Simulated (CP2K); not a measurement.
Crystal: PtSe2 (Sudovikovite).

```
Pt Se
1.0
     3.72400    0.00000    0.00000
    -1.86200    3.22508    0.00000
     0.00000    0.00000    5.06200
Pt Se
1 2
Direct
  0.00000 0.00000 0.00000
  0.66667 0.33333 0.75000
  0.33333 0.66667 0.25000
```

Base run:

| Item | Value |
| --- | --- |
| Program | CP2K 2026.2 |
| Functional | PBE |
| Potentials or basis | GTH_POTENTIALS Pt GTH-PBE-q18, Se GTH-PBE-q6; DZVP-MOLOPT-SR-GTH basis |
| Density cutoff | 6123 eV |
| k mesh | 8 × 8 × 5 |
| Occupations | fermi-dirac, width 0.05 eV |
| Spin | no spin polarisation |

Its results: band gap on the k mesh none (metal or under the smearing width); pressure 8.5 GPa; largest force 0.758 eV/Å.

Q: The run is repeated on the same cell with these changes: functional from PBE to PBEsol. What comes out?

A: Band gap on the k mesh none (metal or under the smearing width); pressure 4.5 GPa; largest force 0.634 eV/Å.

PBEsol binds more tightly than PBE, so the same cell stands under less pressure.

Caveats: spin-orbit coupling is left out, which moves the levels of the heavy elements; the basis of atomic orbitals isn't converged, which shifts pressures, moduli and gaps; the potentials were made for another functional, which shifts forces and pressure (some runs).
